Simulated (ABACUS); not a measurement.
C:

```xyz
2
Lattice="2.1273 -1.2283 0.0000 2.1273 1.2283 0.0000 -1.3791 0.0000 3.5028" Properties=species:S:1:pos:R:3 pbc="T T T"
C    -0.6699    0.0000    3.5025
C     3.5455    0.0000    0.0003
```

This is a stacking variant of graphite.

- Program: ABACUS 3.10.1
- Task: single point
- Functional: PBE
- Potentials or basis: PseudoDojo NC SR 0.4.1 PBE standard
- Cutoff: 1116 eV
- Density cutoff: 4463 eV
- Basis: plane waves
- k mesh: 13 × 13 × 8
- Occupations: fermi-dirac, width 0.05 eV
- Spin: no spin polarisation

On this cell: pressure 3.6 GPa; largest force 0.005 eV/Å; band gap on the k mesh 0.93 eV, indirect (least direct gap 0.94 eV).

The same run follows on a disturbed copy (atoms moved at random, drawn with an rms of 0.05 Å):

```
C
1.0
     2.12732   -1.22828    0.00000
     2.12732    1.22828    0.00000
    -1.37907    0.00000    3.50283
C
2
Direct
  0.15153 0.18577 0.00207
  0.83768 0.84088 0.00652
```

What changes?

The energy moves by +22.3 meV/atom; pressure 4.3 GPa; largest force 2.148 eV/Å; band gap on the k mesh 0.51 eV, direct.

Forces on the atoms (eV/Å):
```
C    0.519 -2.069  0.252
C   -0.519  2.069 -0.252
```

Stress tensor (GPa, compression positive):
```
 6.62  4.23 -0.10
 4.23  4.22  0.30
-0.10  0.30  1.94
```

Caveats: an odd mesh through Γ misses points on the zone boundary, where band edges often lie; this functional lacks dispersion, which binds the layers, so the pressure and a relaxed spacing across them are unreliable (some runs).
